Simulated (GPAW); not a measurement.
Crystal: AlNi3.

```
Ni Al
1.0
     0.00000    2.80189    2.80189
     2.80189    0.00000    2.80189
     2.80189    2.80189    0.00000
Ni Al
3 1
Direct
  0.75000 0.75000 0.75000
  0.00000 0.00000 0.00000
  0.25000 0.25000 0.25000
  0.50000 0.50000 0.50000
```

The cell comes from a database or a generator and needn't be the stable form of this composition.

| Quantity | Value |
| --- | --- |
| Program | GPAW 26.7.0 |
| Task | relaxation of cell and atoms |
| Functional | PBEsol |
| Dispersion | D3 |
| Potentials or basis | PAW data sets generated in the run's folder for this functional |
| Cutoff | 600 eV |
| Basis | pw |
| k mesh | 6 × 6 × 6 |
| Occupations | fermi-dirac, width 0.05 eV |
| Spin | collinear spin, ferromagnetic start |
| Starting moments | [1.0, 1.0, 1.0, 0.0] μB |

At the start: pressure -4.4 GPa; volume 11.00 Å³/atom.

How do energy, volume and symmetry change on relaxing?

Over 3 steps the energy falls by 3.3 meV/atom and the volume is 10.76 Å³/atom (-2.2 %); space group Fm-3m (No. 225, to 0.05 Å); moment 0.00 μB per cell.

The path:
```tsv
step	energy change (eV)	largest force (eV/Å)	pressure (GPa)	volume (Å³)
1	0.0000	0.0000	-4.42	43.99
2	-0.0037	0.0000	-3.78	43.85
3	-0.0133	0.0000	0.13	43.02
```

Final structure:
```cif
data_structure
_symmetry_space_group_name_H-M 'P 1'
_symmetry_Int_Tables_number 1
_cell_length_a 3.9332
_cell_length_b 3.9332
_cell_length_c 3.9332
_cell_angle_alpha 60.000
_cell_angle_beta 60.000
_cell_angle_gamma 60.000
_cell_volume 43.02
loop_
_atom_site_label
_atom_site_type_symbol
_atom_site_fract_x
_atom_site_fract_y
_atom_site_fract_z
_atom_site_occupancy
Ni1 Ni 0.75000 0.75000 0.75000 1
Ni2 Ni 0.00000 0.00000 0.00000 1
Ni3 Ni 0.25000 0.25000 0.25000 1
Al1 Al 0.50000 0.50000 0.50000 1
```

Caveat: each step starts from the last one's moments, so a moment once lost doesn't come back; the stock nickel data set gives pressures a few GPa off other programs; later steps reuse the first step's grids; pairwise dispersion overbinds metals, which lowers pressure and volume.
